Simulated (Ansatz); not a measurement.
# Generalised stacking fault in Pt

The calculation used DFT PBE, scalar-relativistic, plane waves, PAW (Ansatz). The runs took a 420 eV cutoff, a Γ-centred 21×21×5 mesh and Gaussian smearing (0.15 eV). Spin–orbit coupling is left out, which can shift energies with elements as heavy as these. No spin polarisation. Energies are free energies at this smearing, counted from the undisturbed cell; pressure is positive in compression.

The undisturbed cell (relaxed at this level; with this scan's settings it stands at 0.1 GPa):

```
Pt
1.0
    -1.98506   -1.98506    0.00000
     1.98506   -1.98506    0.00000
     0.00000    0.00000   11.91033
Pt
6
Cartesian
  0.0000 0.0000 10.9176
  0.0000 -1.9851 0.9923
  0.0000 0.0000 2.9774
  0.0000 -1.9851 4.9624
  0.0000 0.0000 6.9475
  0.0000 -1.9851 8.9325
```

The cut lies on the cell's a–b face, a (0 0 1) plane (indices in the standard cell, whose axes needn't be the Cartesian ones shown) of area 7.88 Å², between layers 1.99 Å apart. Vector c is tilted by f times 1·a + 0·b (length 2.807 Å) with the atoms' Cartesian places fixed: one unrelaxed fault a cell. The cell is metallic on the mesh throughout.

| f | γ (mJ/m²) | shear traction, the slope of γ along the slip (GPa) |
| --- | --- | --- |
| 0.0000 | 0 | 0.0 |
| 0.1000 | 153 | 10.4 |
| 0.2000 | ? | ? |
| 0.3000 | 1002 | 15.8 |
| 0.4000 | 1367 | 9.4 |
| 0.5000 | 1501 | 0.0 |

By symmetry 0.6000 repeats 0.4000, 0.8000 repeats 0.2000 in energy; the slope of the energy along the path changes sign there.

Give the withheld values.

γ (mJ/m²) at f = 0.2000: 538; shear traction, the slope of γ along the slip (GPa) at f = 0.2000: 16.1.

Cost: 6 runs of about 12 core-minutes in all, on Arm Neoverse V2 (shared hosts).